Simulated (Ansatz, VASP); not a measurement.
GaP: VASP beside Ansatz

```xyz
2
Lattice="0.0000 2.6008 2.7435 2.7435 0.0000 2.7435 2.7435 2.6008 0.0000" Properties=species:S:1:pos:R:3 pbc="T T T"
Ga    0.0000    0.0000    0.0000
P     4.1152    3.9012    4.1152
```

Alike in both runs: task single point; functional PBEsol; k mesh 10 × 10 × 10; occupations gaussian, width 0.05 eV; no spin polarisation.

|  | VASP | Ansatz |
| --- | --- | --- |
| version | VASP 6.6.1 | Ansatz 0.2.0 |
| potentials or method | VASP PAW PBE potentials, release 64 (Ga_d, P) | scalar-relativistic, plane waves, PAW |
| plane-wave cutoff (eV) | 520 | 420 |
| valence electrons in the cell | 18 | 18 |

Ansatz gave:

```
gap on the k mesh at the Fermi level (eV)       : 0.92
least direct gap on the mesh (eV)               : 1.81
pressure (GPa)                                  : 2.4
largest component of the traceless stress (GPa) : 2.38
```

Task: Estimate VASP's values.

Result: gap on the k mesh at the Fermi level (eV): 0.92; least direct gap on the mesh (eV): 1.82; pressure (GPa): 2.3; largest component of the traceless stress (GPa): 2.39.

Ansatz warned: «pseudo_functional_mismatch».

Caveats: the PAW data sets were made with another functional, which shifts forces and pressure a little (VASP). A k mesh can miss the band edges.
